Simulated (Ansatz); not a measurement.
Set up this calculation in Ansatz 0.2.0, as the native input.

* Task: single point
* Functional: PBE
* Potentials or basis: Ansatz PAW
* Cutoff: 420 eV (not typed: the program's choice for these potentials)
* k mesh: 8 × 8 × 8
* Occupations: gaussian, width 0.016 eV
* Spin: no spin polarisation

HgSe:

```
Hg Se
1.0
     0.00000    3.03900    3.03900
     3.03900    0.00000    3.03900
     3.03900    3.03900    0.00000
Hg Se
1 1
Cartesian
  0.0000 0.0000 0.0000
  4.5585 4.5585 4.5585
```

These files were run (other wordings do the same):

input.yaml

```yaml
crystal:
  lattice:
    - [0.0, 3.039, 3.039]
    - [3.039, 0.0, 3.039]
    - [3.039, 3.039, 0.0]
  atoms:
    - { symbol: Hg, position: [0.0, 0.0, 0.0] }
    - { symbol: Se, position: [0.75, 0.75, 0.75] }
hamiltonian:
  xc: pbe
  pseudopotentials: { kind: paw }
kpoints:
  mp_grid: { grid: [8, 8, 8] }
scf:
  occupations: { method: gaussian, width: 0.016 }
output:
  forces: true
  stress: true
  eigenvalues: true
```

Potentials or basis: Ansatz PAW.

Launch:

```bash
$ ansatz run input.yaml --threads 2 --pin off --max-ram 5632MiB --backend cpu --events-out ev --progress --plain --runs-dir out
```

It gave:

The pressure is 4.7 GPa and the band gap on the k mesh is none (metal or under the smearing width).

Run time: 2.6 s on 2 threads of Intel(R) Xeon(R) Processor @ 2.50GHz (Skylake/Cascade Lake), with other jobs on the host, peak memory 0.37 GiB.
